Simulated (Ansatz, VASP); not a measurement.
Two plane-wave programs on Li

```
CELL_PARAMETERS angstrom
3.15272 0.00000 0.00000
-1.57636 2.73033 0.00000
0.00000 0.00000 26.31412
ATOMIC_POSITIONS crystal
Li 0.66667 0.33333 0.24324
Li 0.33333 0.66667 0.32680
```

Alike in both runs: functional PBE; k mesh 6 × 6 × 1; occupations gaussian, width 0.1 eV; no spin polarisation.

Ansatz relaxed the structure, and its values are those at the end. VASP's run is a single point on that final structure, the one shown.

|  | VASP | Ansatz |
| --- | --- | --- |
| version | VASP 6.6.1 | Ansatz 0.2.0 |
| potentials or method | VASP PAW PBE potentials, release 64 (Li_sv) | scalar-relativistic, plane waves, PAW |
| plane-wave cutoff (eV) | 520 | 420 |
| valence electrons in the cell | 6 | 6 |

|  | VASP | Ansatz | Ansatz less VASP |
| --- | --- | --- | --- |
| gap on the k mesh at the Fermi level (eV) | none | none | - |
| rms of the force components (eV/Å) | 0.011 | 0.009 | -0.0017 |

A gap of «none» marks a metal or a gap that the smearing closes. Ansatz warned: «slab_cell_height_set».

Caveats: the k mesh is coarse (spacing up to 0.38 Å⁻¹), so the values aren't converged.
